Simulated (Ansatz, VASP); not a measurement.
SnSe2 in VASP and in Ansatz

File INCAR:

```
SYSTEM = SnSe2
ALGO     = Normal         ! electronic algorithm
EDIFF    = 1E-6           ! SCF threshold, eV
ENCUT    = 520            ! plane-wave cutoff, eV
GGA      = PE             ! functional
ISIF     = 2              ! what is computed and relaxed
ISMEAR   = -1             ! smearing method
IVDW     = 13             ! dispersion correction
LASPH    = .TRUE.         ! aspherical terms in the spheres
LCHARG   = .FALSE.        ! write CHGCAR
LREAL    = .FALSE.        ! projectors in reciprocal space
LWAVE    = .FALSE.        ! write WAVECAR
NBANDS   = 20             ! bands
NELM     = 80             ! most SCF steps
PREC     = Accurate       ! precision mode
SIGMA    = 0.05           ! smearing width, eV
```

Contents of KPOINTS:

```
k-points
0
G
  8 8 5
  0 0 0
```

Contents of POSCAR:

```
SnSe2
1.0
    3.8611504880      0.0000000000      0.0000000000
   -1.9305752440      3.3438544104      0.0000000000
    0.0000000000      0.0000000000      6.2167461018
Sn Se
1 2
Direct
    0.0000000000      0.0000000000      0.0000000000
    0.6666666667      0.3333333333      0.7510000000
    0.3333333333      0.6666666667      0.2490000000
```

input.yaml

```yaml
crystal:
  lattice:
    - [3.861150488, 0.0, 0.0]
    - [-1.930575244, 3.3438544104, 0.0]
    - [0.0, 0.0, 6.2167461018]
  atoms:
    - { symbol: Sn, position: [0.0, 0.0, 0.0] }
    - { symbol: Se, position: [0.6666666667, 0.3333333333, 0.751] }
    - { symbol: Se, position: [0.3333333333, 0.6666666667, 0.249] }
hamiltonian:
  xc: pbe
  pseudopotentials: { kind: paw }
  dispersion: d4
kpoints:
  mp_grid: { grid: [8, 8, 5] }
scf:
  occupations: { method: fermi_dirac, width: 0.05 }
output:
  forces: true
  stress: true
  eigenvalues: true
```

Alike in both runs: task single point; functional PBE; dispersion D4; k mesh 8 × 8 × 5; occupations fermi-dirac, width 0.05 eV; no spin polarisation.

|  | VASP | Ansatz |
| --- | --- | --- |
| version | VASP 6.6.1 | Ansatz 0.2.0 |
| potentials or method | VASP PAW PBE potentials, release 64 (Sn_d, Se) | Ansatz PAW |
| plane-wave cutoff (eV) | 520 | 420 |
| valence electrons in the cell | 26 | 46 |

```tsv
	VASP	Ansatz	Ansatz less VASP
gap on the k mesh at the Fermi level (eV)	0.75	0.76	+0.004
least direct gap on the mesh (eV)	0.93	0.94	+0.011
pressure (GPa)	0.4	0.4	-0.07
largest component of the traceless stress (GPa)	1.09	1.09	-0.003
rms of the force components (eV/Å)	0.206	0.200	-0.0064
dispersion energy (meV/atom)	-381.6	-381.8	-0.18
```

Atom by atom the forces differ by 0.006 eV/Å (rms over components). The functional is the same, so the differences come from potentials, cutoffs and numerics. The two sets of potentials don't hold the same shells in valence.

Caveats: spin-orbit coupling is left out, which moves the levels of the heavy elements; an odd mesh through Γ misses points on the zone boundary, where band edges often lie (VASP); odd divisions of the mesh miss points on the zone boundary, where band edges often lie, so the gap on the mesh can be too wide (Ansatz).
